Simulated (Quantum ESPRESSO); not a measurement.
Ir: equation of state with LDA

The system is Ir.

```
Ir
1.0
     0.00000    1.91560    1.91560
     1.91560    0.00000    1.91560
     1.91560    1.91560    0.00000
Ir
1
Direct
  0.00000 0.00000 0.00000
```

```
Program             : Quantum ESPRESSO 7.5
Task                : equation of state
Functional          : LDA
Potentials or basis : GBRV 1.5 LDA
Cutoff              : 612 eV
Density cutoff      : 4898 eV
k mesh              : 12 × 12 × 12
Occupations         : fermi-dirac, width 0.05 eV
Spin                : no spin polarisation
```

* Equilibrium volume: 13.84 Å³/atom
* Bulk modulus: 406 GPa
* Pressure derivative of the bulk modulus: 5.1

Energy against volume, from the lowest point:
```tsv
volume (Å³/atom)	energy (meV/atom)
13.215	38.89
13.496	11.02
13.778	0.00
14.059	3.87
14.340	20.96
14.621	49.66
14.902	88.65
```

All runs of the series together: 34 s on 2 threads of Arm Neoverse V1, with other jobs on the host.

The run has no spin-orbit coupling, so splittings on Ir are missing. Zero-point motion and thermal expansion aren't in these numbers.
